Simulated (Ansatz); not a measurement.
PbSe, DFT, PBE, all-electron LAPW, Dirac equation with spin-orbit coupling (Ansatz 0.2.0), run on 1 thread of AMD EPYC 7R43 64-Core Processor (Zen 3) on a shared host.

The cell is COD entry 9008695, as deposited and not checked against the literature; nothing was relaxed.

Command: `ansatz run input.yaml --threads 1 --pin off --max-ram 2048MiB --backend cpu --events-out ev --progress --plain --runs-dir out`

```yaml
crystal:
  lattice:
    - [0.0, 3.06215, 3.06215]
    - [3.06215, 0.0, 3.06215]
    - [3.06215, 3.06215, 0.0]
  atoms:
    - { symbol: Pb, position: [0.0, 0.0, 0.0] }
    - { symbol: Se, position: [0.5, 0.5, 0.5] }
kpoints:
  mp_grid: { grid: [9, 9, 9] }
  band_path:
    path:
      - [0.0, 0.0, 0.0]
      - [0.5, 0.0, 0.5]
      - [0.625, 0.25, 0.625]
      - [0.375, 0.375, 0.75]
      - [0.0, 0.0, 0.0]
      - [0.5, 0.5, 0.5]
      - [0.5, 0.25, 0.75]
      - [0.5, 0.0, 0.5]
    npoints: 5
scf:
  occupations: { method: fermi_dirac, width: 0.01 }
hamiltonian:
  xc: pbe
  pseudopotentials: { kind: all_electron, lapw: { basis_error: 0.00025 } }
output:
  forces: true
  stress: true
  eigenvalues: true
magnetization:
  noncollinear: true
  spin_orbit: true
```

Q: How large is the problem that the program sets up?

A: 35 irreducible k-points, 411 plane waves at Γ, 72 bands.

Q: Estimate the wall time and the peak memory.

A: 2.7 min of wall time for 7 SCF iterations, with a peak of 0.71 GiB. Times on shared machines scatter by tens of per cent.

Q: And the same cell and mesh by frozen-core PAW, asked for forces, stress, eigenvalues, efg, noncollinear, spin_orbit and the same band path, on the same hardware?

A: 26 s, peak memory 0.77 GiB.
